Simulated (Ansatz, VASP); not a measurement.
CaF2 in VASP and in Ansatz

```
Ca F
1.0
     0.00000    2.75588    2.75588
     2.75588    0.00000    2.75588
     2.75588    2.75588    0.00000
Ca F
1 2
Direct
  0.00000 0.00000 0.00000
  0.75000 0.75000 0.75000
  0.25000 0.25000 0.25000
```

Alike in both runs: task single point; functional PBE; k mesh 8 × 8 × 8; occupations gaussian, width 0.01 eV; no spin polarisation.

```csv
,VASP,Ansatz
version,VASP 6.6.1,Ansatz 0.2.0
potentials or method,"VASP PAW PBE potentials, release 64 (Ca_sv, F)","scalar-relativistic, plane waves, PAW"
plane-wave cutoff (eV),520,420
valence electrons in the cell,24,24
```

```tsv
	VASP	Ansatz	Ansatz less VASP
gap on the k mesh at the Fermi level (eV)	7.12	7.14	+0.022
least direct gap on the mesh (eV)	7.37	7.39	+0.022
pressure (GPa)	0.2	0.0	-0.21
```

A k mesh can miss the band edges. Expect the measured gap to be larger: semilocal functionals such as PBE lack the derivative discontinuity.
